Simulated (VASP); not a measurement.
# Zr (P6_3/mmc) in VASP: further runs

The runs below take Zr through elastic constants, with PBEsol, PBE.

All numbers are computed with VASP 6.6.1; they aren't measurements. Logs are shortened: lines on timing, memory, paths and dates and some standing lists are left out, and cuts for length are marked.

## (1) The crystal as given

Symmetry: P6_3/mmc, No. 194, hexagonal system. The conventional cell has a = 3.186 Å, b = 3.186 Å, c = 5.114 Å, α = 90.00°, β = 90.00°, γ = 120.00°. Around Zr (site symmetry -6m2) lie 12 Zr at 3.15 to 3.19 Å.

## (2) Elastic constants, PBEsol

The input, POSCAR:

```
Zr
1.0
    3.1860367626     -0.0000000000      0.0000000000
   -1.5930183814      2.7591887739      0.0000000000
   -0.0000000000      0.0000000000      5.1139779830
  Zr
     2
Direct
     0.3333333332999970    0.6666666667000030    0.2500000000000000
     0.6666666667000030    0.3333333332999970    0.7500000000000000
```

The input, INCAR.step1:

```
SYSTEM = Zr
PREC = Accurate
ENCUT = 600
EDIFF = 1E-8
ISMEAR = 1
SIGMA = 0.2
LREAL = .False.
LASPH = .True.
NELM = 80
ALGO = Normal
ISIF = 3
LWAVE = .False.
LCHARG = .False.
GGA = PS
KPAR = 2
IBRION = 2
NSW = 40
EDIFFG = -0.002
```

The input, INCAR.step2:

```
SYSTEM = Zr
PREC = Accurate
ENCUT = 600
EDIFF = 1E-8
ISMEAR = 1
SIGMA = 0.2
LREAL = .False.
LASPH = .True.
NELM = 80
ALGO = Normal
ISIF = 3
LWAVE = .False.
LCHARG = .False.
GGA = PS
KPAR = 2
IBRION = 6
NFREE = 2
POTIM = 0.015
NSW = 1
```

The input, KPOINTS:

```
regular mesh
0
Gamma
  24 24 13
  0 0 0
```

Potentials or basis: VASP PAW PBE potentials, release 64 (Zr_sv).

The run is started by

```bash
cat potpaw_PBE.64/Zr_sv/POTCAR > POTCAR
cp INCAR.step1 INCAR
mpirun -np 2 vasp_std > vasp.out
cp CONTCAR POSCAR
cp INCAR.step2 INCAR
mpirun -np 2 vasp_std > vasp.out
```

OUTCAR:

```text
SYSTEM = Zr
   PREC = Accurate
   ENCUT = 600
   EDIFF = 1E-8
   ISMEAR = 1
   LREAL = .False.
   LASPH = .True.
   NELM = 80
   ISIF = 3
   GGA = PS
   IBRION = 6
   NFREE = 2
   POTIM = 0.015
   NSW = 1

 ion  position               nearest neighbor table
   1  0.333  0.667  0.250-   2 3.15   2 3.15   2 3.15   2 3.15   2 3.15   2 3.15
   2  0.667  0.333  0.750-   1 3.15   1 3.15   1 3.15   1 3.15   1 3.15   1 3.15

  LATTYP: Found a hexagonal cell.
 ALAT       =     3.1855373368
 C/A-ratio  =     1.6054803579

  Lattice vectors:

 A1 = (   3.1855373368,   0.0000000000,   0.0000000000)
 A2 = (  -1.5927686685,   2.7587562585,   0.0000000000)
 A3 = (   0.0000000000,   0.0000000000,   5.1143176235)

Analysis of symmetry for initial positions (statically):
=====================================================================
 Subroutine PRICEL returns:
 Original cell was already a primitive cell.

 Routine SETGRP: Setting up the symmetry group for a
 hexagonal supercell.

 Subroutine GETGRP returns: Found 24 space group operations
 (whereof 12 operations were pure point group operations)
 out of a pool of 24 trial point group operations.

The static configuration has the point symmetry D_3d.
 The point group associated with its full space group is D_6h.

Analysis of symmetry for dynamics (positions and initial velocities):
=====================================================================
 Subroutine PRICEL returns:
 Original cell was already a primitive cell.

 Routine SETGRP: Setting up the symmetry group for a
 hexagonal supercell.

 Subroutine GETGRP returns: Found 24 space group operations
 (whereof 12 operations were pure point group operations)
 out of a pool of 24 trial point group operations.

The dynamic configuration has the point symmetry D_3d.
 The point group associated with its full space group is D_6h.

 Subroutine INISYM returns: Found 24 space group operations
 (whereof 12 operations are pure point group operations),
 and found     1 'primitive' translations

----------------------------------------------------------------------------------------

                                     Primitive cell

  volume of cell :      44.9452

  direct lattice vectors                    reciprocal lattice vectors
     3.185537337  0.000000000  0.000000000     0.313918782  0.181241093  0.000000000
    -1.592768668  2.758756258  0.000000000    -0.000000000  0.362482186  0.000000000
     0.000000000  0.000000000  5.114317623     0.000000000  0.000000000  0.195529506

  length of vectors
     3.185537337  3.185537337  5.114317623     0.362482186  0.362482186  0.195529506

  position of ions in fractional coordinates (direct lattice)
     0.333333333  0.666666667  0.250000000
     0.666666667  0.333333333  0.750000000

  ion indices of the primitive-cell ions
   primitive index   ion index
                 1           1
                 2           2

----------------------------------------------------------------------------------------

 KPOINTS: regular mesh

Automatic generation of k-mesh.
 Grid dimensions read from file:
 generate k-points for:   24   24   13

 Generating k-lattice:

  Cartesian coordinates                     Fractional coordinates (reciprocal lattice)
     0.013079949  0.007551712  0.000000000     0.041666667 -0.000000000  0.000000000
    -0.000000000  0.015103424  0.000000000     0.000000000  0.041666667  0.000000000
     0.000000000  0.000000000  0.015040731     0.000000000  0.000000000  0.076923077

  Length of vectors
     0.015103424  0.015103424  0.015040731

  Shift w.r.t. Gamma in fractional coordinates (k-lattice)
     0.000000000  0.000000000  0.000000000

 Subroutine IBZKPT returns following result:
 ===========================================

 Found    427 irreducible k-points:
[... 66 lines left out ...]
     AMIX_MAG =   1.60;   BMIX_MAG =  1.00
  volume/ion in A,a.u.               =      22.47       151.65
  Fermi-wavevector in a.u.,A,eV,Ry     =   1.328161  2.509860 24.000829  1.764011
  Thomas-Fermi vector in A             =   2.457419
   LORBIT       =      0    0 simple, 1 ext, 2 COOP (PROOUT), +10 PAW based schemes
   GGA     = PS    functional components
   LHFCALC =     F    Hartree Fock is set to
   AEXX    =    0.0000 exact exchange contribution
   IVDW    =     0    specifies the selected vdW correction
   LEPSILON=     F    determine dielectric tensor
   LRPA    =     F    only Hartree local field effects (RPA)
 finite differences with symmetry
 non-spin polarized calculation
 Methfessel and Paxton  Order N= 1 SIGMA  =   0.20
  energy-cutoff  :      600.00
  volume of cell :       44.95
 maximum number of plane-waves:      1522
 NGX is ok and might be reduce to    28
   NGX = 13   NGY = 13   NGZ = 21

--------------------------------------- Ionic step        1  -------------------------------------------

 number of electron      24.0000000 magnetization

 Free energy of the ion-electron system (eV)
  ---------------------------------------------------
  ext. energy  EPLUGINS =         0.00000000
  ---------------------------------------------------
  free energy    TOTEN  =       -18.16196899 eV

  energy without entropy =      -18.16444799  energy(sigma->0) =      -18.16279533

------------------------ aborting loop because EDIFF is reached ----------------------------------------

  FORCE on cell =-STRESS in cart. coord.  units (eV):
  Direction    XX          YY          ZZ          XY          YZ          ZX
  --------------------------------------------------------------------------------------
  -------------------------------------------------------------------------------------
  Total       -0.0001331     -0.0001331      0.0013301      0.0000000      0.0000000     -0.0000000
  in kB       -0.0047454     -0.0047454      0.0474138      0.0000000      0.0000000     -0.0000000
  external PRESSURE =       0.0126410 kB  Pullay stress =       0.0000000 kB
[... 89 lines left out ...]
  FREE ENERGIE OF THE ION-ELECTRON SYSTEM (eV)
  ---------------------------------------------------
  free  energy   TOTEN  =       -18.1568674172 eV

  energy  without entropy=      -18.1588737073  energy(sigma->0) =      -18.15753618

[... ionic steps 4 to 14 ...]

--------------------------------------- Ionic step       15  -------------------------------------------

 number of electron      24.0000000 magnetization

------------------------ aborting loop because EDIFF is reached ----------------------------------------
[... 67 lines left out ...]
--------------------------------------- Ionic step       17  -------------------------------------------

 number of electron      24.0000000 magnetization

 Free energy of the ion-electron system (eV)
  ---------------------------------------------------
  ext. energy  EPLUGINS =         0.00000000
  ---------------------------------------------------
  free energy    TOTEN  =       -18.16147978 eV

  energy without entropy =      -18.16398475  energy(sigma->0) =      -18.16231477

 E-fermi :   9.2740     XC(G=0): -11.3649

 val. band max:        9.2735936370   @ k =   0.1667   0.1667   0.4615
 cond. band min:       9.2748311720   @ k =   0.2917   0.2083   0.3077
 fundamental gap:      0.0012375350
 Fermi energy:         9.2740119985

 k-point     1 :       0.0000    0.0000    0.0000
  band No.  band energies     occupation
      1     -39.4056      2.00000
      2     -39.2300      2.00000
      3     -18.0181      2.00000
      4     -17.0358      2.00000
      5     -17.0358      2.00000
      6     -16.8968      2.00000
[... 433 lines left out ...]
      3     -17.8342      2.00000
      4     -17.6455      2.00000
      5     -17.5300      2.00000
      6     -17.2810      2.00000
[... 8 lines left out ...]
     15      10.7418     -0.00000
     16      14.3940      0.00000

 [... further k-points ...]
[... 5 lines left out ...]
  --------------------------------------------------------------------------------------
  -------------------------------------------------------------------------------------
  Total        0.0020375      0.0020375      0.0044194     -0.0000000     -0.0000000      0.0000000
  in kB        0.0726297      0.0726297      0.1575393     -0.0000000     -0.0000000      0.0000000
  external PRESSURE =       0.1009329 kB  Pullay stress =       0.0000000 kB
[... 17 lines left out ...]
  FREE ENERGIE OF THE ION-ELECTRON SYSTEM (eV)
  ---------------------------------------------------
  free  energy   TOTEN  =       -18.1614797822 eV

  energy  without entropy=      -18.1639847485  energy(sigma->0) =      -18.16231477

 INTERNAL STRAIN TENSORS FROM STRAINED CELLS
 ============================================

 INTERNAL STRAIN TENSOR FOR ION    1 for displacements in x,y,z  (eV/Angst):
          X           Y           Z          XY          YZ          ZX
  --------------------------------------------------------------------------------
  x     0.00000    -0.00000    -0.00000    -1.75101    -0.00000    -0.00000
  y    -1.75888     1.75471     0.00000    -0.00015     0.00004     0.00005
  z     0.00000     0.00000     0.00000     0.00000    -0.00067    -0.00000

 INTERNAL STRAIN TENSORS FROM DISPLACED ATOMS
 ============================================

 INTERNAL STRAIN TENSOR FOR ION    1 for displacements in x,y,z  (eV/Angst):
          X           Y           Z          XY          YZ          ZX
  --------------------------------------------------------------------------------
  x     0.00000    -0.00000     0.00000    -1.75223     0.00000     0.00000
  y    -1.75223     1.75223    -0.00000    -0.00000     0.00000     0.00000
  z    -0.00000    -0.00000     0.00000     0.00000     0.00000     0.00000

 INTERNAL STRAIN TENSOR FOR ION    2 for displacements in x,y,z  (eV/Angst):
          X           Y           Z          XY          YZ          ZX
  --------------------------------------------------------------------------------
  x    -0.00000     0.00000    -0.00000     1.75223     0.00000     0.00000
  y     1.75223    -1.75223     0.00000     0.00000     0.00000     0.00000
  z     0.00000     0.00000    -0.00000    -0.00000    -0.00000    -0.00000

 Eigenvectors and eigenvalues of the dynamical matrix
 ----------------------------------------------------

   1 f  =    4.832680 THz    30.364623 2PiTHz  161.200847 cm-1    19.986349 meV
             X         Y         Z           dx          dy          dz
     -0.000000  1.839171  1.278579    -0.000000   -0.000000    0.707107
      1.592769  0.919585  3.835738     0.000000    0.000000   -0.707107
[... 11 lines left out ...]
   4 f  =    0.000000 THz     0.000000 2PiTHz    0.000001 cm-1     0.000000 meV
             X         Y         Z           dx          dy          dz
     -0.000000  1.839171  1.278579     0.656066   -0.222933    0.140990
      1.592769  0.919585  3.835738     0.656066   -0.222933    0.140990

   5 f/i=    0.000000 THz     0.000000 2PiTHz    0.000000 cm-1     0.000000 meV
             X         Y         Z           dx          dy          dz
     -0.000000  1.839171  1.278579     0.204963    0.192947   -0.648661
      1.592769  0.919585  3.835738     0.204963    0.192947   -0.648661

   6 f/i=    0.000000 THz     0.000000 2PiTHz    0.000001 cm-1     0.000000 meV
             X         Y         Z           dx          dy          dz
     -0.000000  1.839171  1.278579    -0.166035   -0.642707   -0.243639
      1.592769  0.919585  3.835738    -0.166035   -0.642707   -0.243639

--------------------------------------------------------------------------------------------------------

 ELASTIC MODULI CONTR FROM IONIC RELAXATION (kBar)
 Direction    XX          YY          ZZ          XY          YZ          ZX
 --------------------------------------------------------------------------------
 XX        -148.6616    148.6616     -0.0000      0.0000     -0.0000     -0.0000
 YY         148.6616   -148.6616      0.0000      0.0000      0.0000      0.0000
 ZZ          -0.0000      0.0000     -0.0000      0.0000     -0.0000     -0.0000
 XY           0.0000      0.0000      0.0000   -148.6616      0.0000      0.0000
 YZ          -0.0000      0.0000     -0.0000      0.0000     -0.0000     -0.0000
 ZX          -0.0000      0.0000     -0.0000      0.0000     -0.0000     -0.0000
 --------------------------------------------------------------------------------

 TOTAL ELASTIC MODULI (kBar)
 Direction    XX          YY          ZZ          XY          YZ          ZX
 --------------------------------------------------------------------------------
 XX        1427.5667    743.4607    721.1392     -0.0000      0.0000     -0.0000
 YY         743.4607   1427.5667    721.1392     -0.0000      0.0000      0.0000
 ZZ         721.1392    721.1392   1745.8953     -0.0000     -0.0000     -0.0000
 XY          -0.0000     -0.0000     -0.0000    342.0530     -0.0000     -0.0000
 YZ           0.0000      0.0000     -0.0000     -0.0000    222.8690     -0.0000
 ZX          -0.0000      0.0000     -0.0000     -0.0000     -0.0000    222.8689
 --------------------------------------------------------------------------------
```

It took 2 h on 2 MPI ranks of Intel Xeon Platinum 8488C (Sapphire Rapids), shared host; peak memory 2.4 GiB.

What came out:

* Voigt bulk modulus: 100 GPa
* Highest phonon frequency at Γ: 161 cm⁻¹

Phonon frequencies in cm⁻¹ (negative: imaginary):
```
              q point      frequencies
(0.000, 0.000, 0.000)  0 0 0 66 66 161
```

Elastic tensor in Voigt notation (GPa, in the Cartesian axes of the cell as first typed):
```
143  74  72   0   0   0
 74 143  72   0   0   0
 72  72 175   0   0   0
  0   0   0  22   0   0
  0   0   0   0  22   0
  0   0   0   0   0  34
```

Clamped-ion elastic tensor (GPa):
```
158  59  72   0   0   0
 59 158  72   0   0   0
 72  72 175   0   0   0
  0   0   0  22   0   0
  0   0   0   0  22   0
  0   0   0   0   0  49
```

Caveat: the PAW data sets were made with another functional, which shifts forces and pressure a little.

## (3) Elastic constants, PBE

This run uses another cell than the first one, of 23.39 Å³/atom, 1.040 times its volume.

The input, POSCAR:

```
Zr
1.0
    3.2327360810     -0.0000000000      0.0000000000
   -1.6163680405      2.7996315698      0.0000000000
    0.0000000000      0.0000000000      5.1682297598
  Zr
     2
Direct
     0.3333333332999970    0.6666666667000030    0.2500000000000000
     0.6666666667000030    0.3333333332999970    0.7500000000000000
```

The input, INCAR.step1:

```
  PREC = Accurate
  ENCUT = 600
  EDIFF = 1E-8
  ISMEAR = 1
  SIGMA = 0.2
  LREAL = False
  LASPH = True
  NELM = 80
  ALGO = Normal
  ISIF = 3
  LWAVE = False
  LCHARG = False
  GGA = PE
  KPAR = 2
  IBRION = 2
  NSW = 40
  EDIFFG = -0.002
```

The input, INCAR.step2:

```
  PREC = Accurate
  ENCUT = 600
  EDIFF = 1E-8
  ISMEAR = 1
  SIGMA = 0.2
  LREAL = False
  LASPH = True
  NELM = 80
  ALGO = Normal
  ISIF = 3
  LWAVE = False
  LCHARG = False
  GGA = PE
  KPAR = 2
  IBRION = 6
  NFREE = 2
  POTIM = 0.015
  NSW = 1
```

The input, KPOINTS:

```
Automatic mesh
0
Gamma
  24 24 13
```

Potentials or basis: VASP PAW PBE potentials, release 64 (Zr_sv).

The run is started by

```bash
cat potpaw_PBE.64/Zr_sv/POTCAR > POTCAR
cp INCAR.step1 INCAR
mpirun -np 2 vasp_std > vasp.out
cp CONTCAR POSCAR
cp INCAR.step2 INCAR
mpirun -np 2 vasp_std > vasp.out
```

It took 1.7 h on 2 MPI ranks of Intel Xeon Platinum 8259CL at 2.50GHz (Skylake/Cascade Lake), shared host; peak memory 2.4 GiB.

The run converged. Its results:

```yaml
Voigt_bulk_modulus: 94 GPa
Highest_phonon_frequency_at_Γ: 150 cm⁻¹
```

Phonon frequencies in cm⁻¹ (negative: imaginary):
| q point | frequencies |
| --- | --- |
| (0.000, 0.000, 0.000) | 0 0 0 75 75 150 |

Elastic tensor in Voigt notation (GPa, in the Cartesian axes of the cell as first typed):
```
142  68  66   0   0   0
 68 142  66   0   0   0
 66  66 166   0   0   0
  0   0   0  26   0   0
  0   0   0   0  26   0
  0   0   0   0   0  37
```

Clamped-ion elastic tensor (GPa):
```
154  56  66   0   0   0
 56 154  66   0   0   0
 66  66 166   0   0   0
  0   0   0  26   0   0
  0   0   0   0  26   0
  0   0   0   0   0  49
```
